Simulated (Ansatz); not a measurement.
CdO2:

```
CELL_PARAMETERS angstrom
3.47623 0.00000 0.00000
-1.73811 3.01050 0.00000
0.00000 0.00000 4.14808
ATOMIC_POSITIONS crystal
Cd 0.00000 0.00000 0.00000
O 0.33333 0.66667 0.24422
O 0.66667 0.33333 0.75578
```

The cell comes from a database or a generator and needn't be the stable form of this composition.

| Item | Value |
| --- | --- |
| Program | Ansatz 0.2.0 |
| Task | relaxation of cell and atoms |
| Functional | PBEsol |
| Potentials or basis | Ansatz PAW |
| Cutoff | 420 eV (not typed: the program's choice for these potentials) |
| k mesh | 9 × 9 × 7 |
| Occupations | fermi-dirac, width 0.05 eV |
| Spin | no spin polarisation |

At the start: volume 14.47 Å³/atom.

Q: How do energy, volume and symmetry change on relaxing?

A: It ends after 9 steps and the volume is 11.68 Å³/atom (-19.3 %); space group P-3m1 (No. 164, to 0.05 Å).

Step by step:
```
step  energy change (eV)  largest force (eV/Å)  volume (Å³)
   1              0.0000                0.3162        43.41
   2             -0.2285                0.0675        38.74
   3             -0.3100                0.1065        35.88
   4             -0.3231                0.0501        34.56
   5             -0.3245                0.0153        35.27
   6             -0.3245                0.0031        35.28
   7             -0.3126                0.0041        35.28
   8             -0.3142                0.0002        35.04
   9             -0.3130                0.0001        35.04
```

Final structure:
```xyz
3
Lattice="3.3537 0.0000 0.0000 -1.6768 2.9044 0.0000 0.0000 0.0000 3.5976" Properties=species:S:1:pos:R:3 pbc="T T T"
Cd    0.0000    0.0000    0.0000
O     0.0000    1.9362    1.0125
O     1.6768    0.9681    2.5851
```

Caveat: the volume moved by over 15 % at a fixed basis, so the end points are rough; the plane-wave basis is chosen anew once the cell has moved, so the energies of steps on either side of that aren't comparable; the pressure holds a Pulay correction of +0.8 GPa for the finite cutoff; the PAW data sets come from PBE, with cores solved anew for the run's functional, which leaves a small shift of forces and pressure.
